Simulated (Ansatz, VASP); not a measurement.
**Two plane-wave programs on LiF**

INCAR

```
  ALGO = Normal
  EDIFF = 1E-6
  ENCUT = 520
  GGA = CA
  ISIF = 2
  ISMEAR = 0
  LASPH = T
  LCHARG = F
  LREAL = F
  LWAVE = F
  NBANDS = 12
  NELM = 100
  PREC = Accurate
  SIGMA = 0.05
```

The input KPOINTS:

```
k-points
0
Gamma
  10 10 10
```

POSCAR

```
LiF
1.0
    2.5595330000      0.0000000000      0.0000000000
    0.0000000000      2.5595330000      0.0000000000
    0.0000000000      0.0000000000      2.5595330000
Li F
1 1
Direct
    0.0000000000      0.0000000000      0.0000000000
    0.5000000000      0.5000000000      0.5000000000
```

Input for Ansatz:

```yaml
crystal:
  lattice:
    - [2.559533, 0.0, 0.0]
    - [0.0, 2.559533, 0.0]
    - [0.0, 0.0, 2.559533]
  atoms:
    - { symbol: Li, position: [0.0, 0.0, 0.0] }
    - { symbol: F, position: [0.5, 0.5, 0.5] }
basis:
  ecutwfc: 420
kpoints:
  mp_grid: { grid: [10, 10, 10] }
hamiltonian:
  xc: lda
scf:
  occupations: { method: gaussian, width: 0.05 }
output:
  forces: true
  stress: true
  eigenvalues: true
```

Measurements of this composition are mostly on another form, of space group No. 225.

Alike in both runs: task single point; functional LDA; k mesh 10 × 10 × 10; occupations gaussian, width 0.05 eV; no spin polarisation.

|  | VASP | Ansatz |
| --- | --- | --- |
| version | VASP 6.6.1 | Ansatz 0.2.0 |
| potentials or method | VASP PAW LDA potentials, release 64 (Li_sv, F) | scalar-relativistic, plane waves, PAW |
| plane-wave cutoff (eV) | 520 | 420 |
| valence electrons in the cell | 10 | 10 |

Ansatz gave:

* gap on the k mesh at the Fermi level (eV): 7.31
* least direct gap on the mesh (eV): 7.99

Task: What did VASP give for the same quantities?

Result: gap on the k mesh at the Fermi level (eV): 7.30; least direct gap on the mesh (eV): 7.99.

 A k mesh can miss the band edges.
